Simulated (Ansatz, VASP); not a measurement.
# Sn in VASP and in Ansatz

INCAR

```
SYSTEM = Sn
PREC = Accurate
ENCUT = 520
EDIFF = 1E-6
ISMEAR = 0
SIGMA = 0.024
LREAL = .False.
LASPH = .True.
NELM = 60
ALGO = Normal
ISIF = 2
LWAVE = .False.
LCHARG = .False.
GGA = PE
NBANDS = 21
```

File KPOINTS:

```
Automatic mesh
0
Gamma
  7 7 7
  0 0 0
```

POSCAR

```
Sn
1.0
    0.0000000000      3.2333428000      3.2333428000
    3.2333428000      0.0000000000      3.2333428000
    3.2333428000      3.2333428000      0.0000000000
Sn
2
Direct
    0.7500000000      0.7500000000      0.7500000000
    0.5000000000      0.5000000000      0.5000000000
```

input.yaml

```yaml
crystal:
  lattice:
    - [0.0, 3.2333428, 3.2333428]
    - [3.2333428, 0.0, 3.2333428]
    - [3.2333428, 3.2333428, 0.0]
  atoms:
    - { symbol: Sn, position: [0.75, 0.75, 0.75] }
    - { symbol: Sn, position: [0.5, 0.5, 0.5] }
kpoints:
  mp_grid: { grid: [7, 7, 7] }
scf:
  occupations: { method: gaussian, width: 0.024 }
hamiltonian:
  xc: pbe
  pseudopotentials: { kind: all_electron, lapw: { basis_error: 0.001 } }
output:
  forces: true
  stress: true
  eigenvalues: true
```

This isn't the form of Sn at room conditions, which is tetragonal (white tin).

Alike in both runs: task single point; functional PBE; k mesh 7 × 7 × 7; occupations gaussian, width 0.024 eV; no spin polarisation.

```csv
,VASP,Ansatz
version,VASP 6.6.1,Ansatz 0.2.0
potentials or method,"VASP PAW PBE potentials, release 64 (Sn_d)","all-electron LAPW, scalar-relativistic"
plane-wave cutoff (eV),520,see its input
```

```tsv
	VASP	Ansatz	Ansatz less VASP
gap on the k mesh at the Fermi level (eV)	none	none	-
pressure (GPa)	3.8	3.8	+0.05
```

A gap of «none» marks a metal or a gap that the smearing closes. Ansatz ran all-electron here, so the differences hold the error of VASP's frozen core and of both bases.
